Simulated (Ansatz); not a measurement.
# CuO (P1) in Ansatz: further runs, part 2 of 3

Ansatz 0.2.0.

## (3) Band structure, LDA+U (a zone-boundary wave of random shape, sigma 0.4 Å)

Contents of input.yaml:

```yaml
crystal:
  lattice:
    - [2.34185, -1.7113, 0.0]
    - [-1.49182, -1.7113, -5.05787]
    - [2.34185, 5.1339, 0.0]
  atoms:
    - { symbol: Cu, position: [0.32132716, 0.95657656, 0.29054178] }
    - { symbol: Cu, position: [0.67867284, 0.04342344, 0.70945822] }
    - { symbol: Cu, position: [0.3225567, 0.52186451, 0.68364633] }
    - { symbol: Cu, position: [0.6774433, 0.47813549, 0.31635367] }
    - { symbol: O, position: [0.41767164, 0.70732048, 0.00989985] }
    - { symbol: O, position: [0.41392836, 0.79267952, 0.65850015] }
    - { symbol: O, position: [0.22493959, 0.34816805, 0.07342398] }
    - { symbol: O, position: [0.94346041, 0.15183195, 0.25817602] }
hamiltonian:
  xc: lda
  pseudopotentials: { kind: paw }
  hubbard: { sites: [{ species: Cu, l: d, u_eff: 4.0 }] }
kpoints:
  mp_grid: { grid: [9, 5, 5] }
  band_path:
    path:
      - [[0.5, 0.0, 0.0], [0.0, 0.0, 0.0], [0.0, -0.5, 0.0]]
      - [[0.5, -0.5, 0.0], [0.0, 0.0, 0.0], [0.0, 0.5, -0.5]]
      - [[0.5, 0.5, -0.5], [0.0, 0.0, 0.0], [0.0, 0.0, -0.5]]
      - [[0.5, 0.0, -0.5], [0.0, 0.0, 0.0]]
    npoints: 10
scf:
  occupations: { method: fermi_dirac, width: 0.05 }
  n_extra_bands: 20
output:
  forces: true
  stress: true
  eigenvalues: true
  fatbands: true
```

Potentials or basis: Ansatz PAW.

Run with:

```sh
$ ansatz run input.yaml --threads 4 --pin off --max-ram 11264MiB --backend cpu --events-out ev --progress --plain --runs-dir out
```

It took 57 s on 4 threads of Arm Neoverse V2, shared host; peak memory 0.87 GiB.

It converged, with:

```yaml
Free_energy: -28424.1160 eV
Pressure: 41.8 GPa
Largest_force: 15.579 eV/Å
Band_gap_on_the_k_mesh: none (metal or under the smearing width)
```

Forces on the atoms (eV/Å):
```
Cu    3.416  -0.561   2.522
Cu    5.096  -5.204 -13.772
Cu    0.251   2.010   7.780
Cu    5.110   0.088  -2.894
O     1.891   1.958   1.040
O    -5.465   1.659   6.625
O    -6.636  -1.427   2.412
O    -3.664   1.476  -3.715
```

Stress tensor (GPa, compression positive):
```
35.44  1.59 -2.60
 1.59 25.53 18.87
-2.60 18.87 64.43
```

Levels at the corners of the path, in eV from the Fermi level:
```
point  band 47  band 48  band 49  band 50  band 51  band 52  band 53  band 54
    X    -1.37    -0.73    -0.66    -0.33    -0.03     0.76     3.08     4.46
    Γ    -0.69    -0.48    -0.29     0.07     0.19     0.49     0.70     4.57
    Y    -1.00    -0.48    -0.39     0.13     0.38     0.63     1.59     2.58
    L    -1.35    -0.80    -0.60    -0.16     0.45     0.83     2.84     4.42
    Γ    -0.69    -0.48    -0.29     0.07     0.19     0.49     0.70     4.57
    Z    -0.80    -0.79    -0.58    -0.38    -0.05     0.59     1.88     2.53
    N    -1.11    -1.05    -0.67    -0.34     0.06     0.55     3.22     4.59
    Γ    -0.69    -0.48    -0.29     0.07     0.19     0.49     0.70     4.57
    M    -0.84    -0.51    -0.34    -0.26     0.27     0.80     1.84     3.67
    R    -1.29    -1.03    -0.47    -0.40    -0.09     0.43     2.64     4.53
    Γ    -0.69    -0.48    -0.29     0.07     0.19     0.49     0.70     4.57
```

Eigenvalues of the final occupation matrices:
```
  site  spin  trace               eigenvalues
site 1     1   4.74  0.88 0.93 0.96 0.98 0.99
site 2     1   4.80  0.87 0.96 0.98 0.99 1.00
site 3     1   4.75  0.81 0.97 0.98 0.99 0.99
site 4     1   4.77  0.86 0.96 0.97 0.99 0.99
```

Caveat: a pressure of tens of GPa on the cell as given is suspect, and the run, the potentials or the cell itself is likely at fault; the pressure holds a Pulay correction of +0.9 GPa for the finite cutoff; the run has no spin polarisation, though such a crystal can be magnetic; U without spin polarisation on a metal has little footing; the PAW data sets come from PBE, with cores solved anew for the run's functional, which leaves a small shift of forces and pressure; forces of over 1 eV/Å show positions far from the minimum, so gaps and moduli don't describe the material at rest.

## (4) Band structure, LDA+U (a zone-boundary wave of random shape, sigma 0.4 Å)

input.yaml, as its differences from that of step 3:

```diff
@@ -17,3 +17,3 @@
   pseudopotentials: { kind: paw }
-  hubbard: { sites: [{ species: Cu, l: d, u_eff: 4.0 }] }
+  hubbard: { sites: [{ species: Cu, l: d, u_eff: 5.0 }] }
 kpoints:
@@ -34,2 +34,2 @@
   eigenvalues: true
-  fatbands: true
+  fatbands: false
```

Potentials or basis: Ansatz PAW.

Run with:

```sh
$ ansatz run input.yaml --threads 4 --pin off --max-ram 11264MiB --backend cpu --events-out ev --progress --plain --runs-dir out
```

Output:

```text
Warning: RAYON_NUM_THREADS=4 ignored (pool sized by the plan → 4); use --threads N
Cu: projections on atomic orbitals take those of the free atom [Ne] 3s2 3p6 3d10 4s1, of charge +0.00 (hamiltonian.pseudopotentials.projection_atoms); the dataset's partial waves leave at most 2.0e-6 of an orbital's norm unspanned inside its sphere
O: projections on atomic orbitals take those of the free atom [He] 2s2 2p4, of charge +0.00 (hamiltonian.pseudopotentials.projection_atoms); the dataset's partial waves leave at most 1.9e-8 of an orbital's norm unspanned inside its sphere
scf.n_extra_bands = 20 over 50 filled bands (N_el = 100.0): the run solves 70 bands
Engine: ansatz 0.2.0, aarch64-unknown-linux-gnu
Pseudopotentials: kind: paw
Pseudopotential: Cu, paw, valence charge 19, recommended cutoff 420 eV (normal), Cu.paw.azcp
Pseudopotential: O, paw, valence charge 6, recommended cutoff 420 eV (normal), O.paw.azcp
Functional definition: SPW92
  exchange = slater_x
  correlation = pw_c
Crystal: 8 atoms, lattice volume = 81.080 Å³
Basis set: ecut = 420 eV, 1587 PW (Γ)
Bands: 70, of which v1, the nominal top of the filled ones, is band 50 counted from 1 (49 counted from 0)
Symmetry: 1 space group operations
[... 60 lines left out ...]
  E_smearing   = -0.034695  (= −TS)
  E_closure    = 0.000000  (closes the sum)
  Σ components = -28423.296572   (vs F -28423.296572, Δ=0.00e0)
--- Forces (eV/Å), atoms counted from 1 ---
  atom   1  Cu     3.52394147    -0.46161366     2.54924387
  atom   2  Cu     5.13970366    -5.29554688   -13.92301710
  atom   3  Cu     0.20420578     1.98469906     7.90780976
  atom   4  Cu     5.22831129     0.14454630    -3.02907212
  atom   5  O      1.92322605     1.93102318     1.11917437
  atom   6  O     -5.51718444     1.74389217     6.74238196
  atom   7  O     -6.76671706    -1.44034358     2.46120144
  atom   8  O     -3.73552414     1.39321851    -3.82770874
  max |Σ_I F_I| component: 1.25e-4 eV/Å
--- Stress (GPa, compression-positive) ---
       36.316799       1.514346      -2.802101
        1.514348      25.635504      18.347300
       -2.802103      18.347299      65.543239
  P = ⅓ Tr σ = 42.4985 GPa (424.985 kbar)
--- Band table (eV; the first three rows and the last of 113) ---
  k-point 0: bands = ["-100.3924", "-99.8630", "-99.6534", "-99.5981", "-58.4933", "-58.3112", "-58.0024", "-57.9842", "-57.9259", "-57.7755", "-57.6886", "-57.4547", "-57.3932", "-57.3839", "-57.2016", "-57.1963", "-9.0629", "-8.4038", "-6.9130", "-6.4651", "2.2674", "3.1374", "3.4221", "4.0929", "4.2029", "4.4371", "4.6225", "5.0117", "5.4854", "5.7291", "5.9788", "6.0896", "6.2322", "6.4122", "6.5855", "6.7250", "7.0612", "7.2420", "7.4302", "7.5854", "7.7842", "8.1704", "8.4683", "9.1827", "9.5093", "10.1846", "10.4072", "10.6187", "10.8337", "11.2055", "11.3051", "11.6441", "11.8371", "15.8004", "16.2099", "18.3745", "19.7997", "20.9889", "21.2456", "24.4474", "24.5744", "25.3226", "26.5003", "26.6305", "27.5703", "28.3450", "29.2188", "29.4785", "30.1375", "30.5850"]
  k-point 1: bands = ["-100.3923", "-99.8629", "-99.6532", "-99.5980", "-58.4933", "-58.3112", "-58.0024", "-57.9842", "-57.9259", "-57.7755", "-57.6886", "-57.4547", "-57.3933", "-57.3839", "-57.2015", "-57.1963", "-9.0160", "-8.4442", "-6.9370", "-6.4580", "2.2810", "3.0852", "3.4745", "3.9788", "4.1856", "4.5060", "4.7006", "5.1170", "5.4829", "5.7041", "5.9476", "6.0960", "6.2668", "6.4186", "6.5856", "6.7742", "7.0876", "7.2510", "7.3949", "7.5550", "7.7350", "8.2589", "8.4860", "8.9707", "9.3834", "10.2022", "10.3110", "10.6256", "10.8218", "11.0726", "11.3283", "11.7517", "12.1763", "15.6488", "16.1597", "18.2740", "19.9186", "20.7129", "21.9952", "23.9133", "24.3807", "25.4263", "26.1579", "27.1612", "27.6606", "28.4768", "28.7101", "29.5138", "30.0499", "30.4243"]
  k-point 2: bands = ["-100.3921", "-99.8626", "-99.6529", "-99.5978", "-58.4933", "-58.3112", "-58.0024", "-57.9842", "-57.9259", "-57.7755", "-57.6886", "-57.4547", "-57.3934", "-57.3839", "-57.2015", "-57.1964", "-8.9193", "-8.5305", "-6.9731", "-6.4489", "2.3012", "3.0506", "3.5002", "3.7691", "4.3151", "4.6212", "4.7226", "5.1970", "5.5043", "5.7113", "5.9558", "6.1094", "6.2877", "6.4969", "6.6424", "6.7983", "7.1093", "7.1974", "7.3435", "7.4756", "7.7044", "8.2767", "8.5026", "8.7148", "9.2814", "10.1316", "10.2664", "10.6123", "10.7839", "10.8660", "11.3828", "11.8991", "12.8579", "15.0546", "16.1926", "18.1428", "20.0761", "20.9440", "22.5329", "23.6729", "24.0661", "24.9034", "26.1840", "27.1149", "27.6350", "28.5598", "29.0348", "29.4727", "30.0930", "30.4992"]
  k-point 112: bands = ["-100.3919", "-99.8620", "-99.6523", "-99.5978", "-58.4925", "-58.3103", "-58.0077", "-57.9866", "-57.9395", "-57.7790", "-57.6875", "-57.4614", "-57.3933", "-57.3831", "-57.2103", "-57.2038", "-8.6030", "-7.9133", "-6.9155", "-6.2340", "2.2813", "3.2054", "3.4464", "3.5746", "3.8040", "4.2114", "4.6576", "5.3020", "5.4299", "5.6221", "5.7113", "6.1596", "6.3448", "6.5267", "6.7472", "7.1514", "7.2495", "7.5050", "7.5972", "7.6486", "7.9238", "8.1293", "8.4150", "8.8348", "9.1845", "9.5220", "9.8646", "10.1289", "10.5193", "10.9465", "11.3741", "11.7150", "13.9426", "15.6101", "16.5324", "17.6256", "19.3617", "19.5674", "21.0509", "22.1068", "22.4525", "23.7899", "24.5197", "26.2413", "26.5077", "27.4736", "27.6755", "28.5791", "29.4596", "29.9684"]
Occupation matrices written to <dir>
```

bands.tsv:

```text
[... 96 lines left out ...]
```

occupation_matrices:

```text
# The occupation matrices of the corrected shells as a run of Ansatz 0.0.0 ended. An entry of
# hamiltonian.hubbard.sites starts from them by `starting_ns: <path of this file>`, where that key's refused
# combinations let it.
# Free energy -28423.296572 eV.
[... 47 lines left out ...]
  site3_d:
    matrix:
      - [0.9662148130452802, 0.030638821101514592, 0.001437941627599948, 0.01374674947222122, 0.017351505624789557]
      - [0.030638821101514592, 0.9063814138995029, -0.0013897735818339289, -0.04410252923445199, -0.009649487645118979]
      - [0.001437941627599948, -0.0013897735818339289, 0.9914981316402862, -0.0050754171531532406, -0.005379655224968019]
      - [0.013746749472221221, -0.04410252923445199, -0.0050754171531532406, 0.9461835803304697, -0.011191003101864775]
      - [0.017351505624789557, -0.009649487645118979, -0.005379655224968019, -0.011191003101864777, 0.97492447489655]
```

Wall time 49 s (4 threads of Arm Neoverse V2, shared host); peak memory 0.87 GiB.

Results:

```
Free energy            : -28423.2966 eV
Pressure               : 42.5 GPa
Largest force          : 15.758 eV/Å
Band gap on the k mesh : none (metal or under the smearing width)
```

Forces in eV/Å, atoms in the order of the input:
```
Cu    3.524  -0.462   2.549
Cu    5.140  -5.296 -13.923
Cu    0.204   1.985   7.908
Cu    5.228   0.145  -3.029
O     1.923   1.931   1.119
O    -5.517   1.744   6.742
O    -6.767  -1.440   2.461
O    -3.736   1.393  -3.828
```

Levels at the corners of the path, in eV from the Fermi level:
```tsv
point	band 46	band 47	band 48	band 49	band 50	band 51	band 52	band 53	band 54	band 55
X	-1.64	-1.44	-0.74	-0.68	-0.34	-0.03	0.77	3.18	4.57	5.20
Γ	-0.93	-0.71	-0.50	-0.29	0.09	0.19	0.52	0.72	4.68	5.09
Y	-1.11	-0.99	-0.49	-0.39	0.12	0.38	0.63	1.65	2.67	5.65
L	-1.47	-1.37	-0.82	-0.63	-0.18	0.47	0.83	2.96	4.54	5.28
Γ	-0.93	-0.71	-0.50	-0.29	0.09	0.19	0.52	0.72	4.68	5.09
Z	-1.01	-0.82	-0.81	-0.59	-0.39	-0.06	0.60	1.94	2.63	5.97
N	-1.50	-1.15	-1.08	-0.68	-0.34	0.06	0.56	3.33	4.70	5.62
Γ	-0.93	-0.71	-0.50	-0.29	0.09	0.19	0.52	0.72	4.68	5.09
M	-1.01	-0.86	-0.52	-0.36	-0.26	0.27	0.80	1.90	3.78	5.08
R	-1.52	-1.32	-1.06	-0.48	-0.42	-0.10	0.43	2.75	4.65	5.42
Γ	-0.93	-0.71	-0.50	-0.29	0.09	0.19	0.52	0.72	4.68	5.09
```

Eigenvalues of the final occupation matrices:
```csv
site,spin,trace,eigenvalues
site 1,1,4.76,0.89 0.93 0.97 0.98 0.99
site 2,1,4.81,0.88 0.96 0.98 0.99 1.00
site 3,1,4.76,0.82 0.97 0.98 0.99 0.99
site 4,1,4.79,0.86 0.97 0.97 0.99 0.99
```

Caveat: a pressure of tens of GPa on the cell as given is suspect, and the run, the potentials or the cell itself is likely at fault; the pressure holds a Pulay correction of +0.9 GPa for the finite cutoff; the run has no spin polarisation, though such a crystal can be magnetic; U without spin polarisation on a metal has little footing; the PAW data sets come from PBE, with cores solved anew for the run's functional, which leaves a small shift of forces and pressure; forces of over 1 eV/Å show positions far from the minimum, so gaps and moduli don't describe the material at rest.

(Continued in part 3 of 3.)
